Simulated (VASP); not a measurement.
**From VASP inputs to Ansatz: PbS (strained rocksalt)**

INCAR

```
METAGGA = R2SCAN
PREC = Accurate
ENCUT = 520
NBANDS = 17
ISMEAR = 0
NSW = 0
SIGMA = 0.01
IBRION = -1
LREAL = .FALSE.
LWAVE = .FALSE.
LCHARG = .TRUE.
LELF = .TRUE.
LASPH = .TRUE.
ISIF = 2
ALGO = Normal
EDIFF = 1E-7
NELM = 120
```

KPOINTS

```
KPOINTS created by Atomic Simulation Environment
0
Gamma
8 8 8
0 0 0
```

KPOINTS_OPT

```
special points
7
Reciprocal
0.0000000000 0.0000000000 0.0000000000 1
0.5000000000 0.0000000000 0.5000000000 1
0.6250000000 0.2500000000 0.6250000000 1
0.3750000000 0.3750000000 0.7500000000 1
0.5000000000 0.5000000000 0.5000000000 1
0.5000000000 0.2500000000 0.7500000000 1
0.0000000000 0.0000000000 0.5000000000 1
```

POSCAR

```
Pb S
 1.0000000000000000
     0.0000000000000000    3.0320411529000002    3.0320411529000002
     3.0320411529000002    0.0000000000000000    3.0320411529000002
     3.0320411529000002    3.0320411529000002    0.0000000000000000
 Pb  S
   1   1
Cartesian
  0.0000000000000000  0.0000000000000000  0.0000000000000000
  3.0320411529000002  3.0320411529000002  3.0320411529000002
```

VASP ran with the recommended PBE PAW datasets (20 valence electrons in the cell).

Q: Write an Ansatz input for this cell and level of theory.

A: 

```yaml
crystal:
  lattice:
    - [0.0, 3.0320411529, 3.0320411529]
    - [3.0320411529, 0.0, 3.0320411529]
    - [3.0320411529, 3.0320411529, 0.0]
  atoms:
    - { symbol: Pb, position: [0.0, 0.0, 0.0] }
    - { symbol: S, position: [0.5, 0.5, 0.5] }
kpoints:
  mp_grid: { grid: [8, 8, 8] }
  band_path:
    path:
      - [0.0, 0.0, 0.0]
      - [0.5, 0.0, 0.5]
      - [0.625, 0.25, 0.625]
      - [0.375, 0.375, 0.75]
      - [0.5, 0.5, 0.5]
      - [0.5, 0.25, 0.75]
      - [0.0, 0.0, 0.5]
    npoints: 1
hamiltonian:
  xc: r2scan
scf:
  occupations: { method: fixed }
  n_extra_bands: 4
output:
  forces: true
  stress: true
  eigenvalues: true
```

Other inputs would serve too.

```csv
,VASP,Ansatz
gap between bands v and c,0.85 eV,0.84 eV
least direct gap,0.85 eV,0.84 eV
pressure,-2.4 GPa,-2.4 GPa
```

The two codes use different PAW datasets and cutoffs. VASP's cell holds 20 valence electrons and Ansatz's 20. Ansatz's stress includes a Pulay correction; VASP's doesn't.
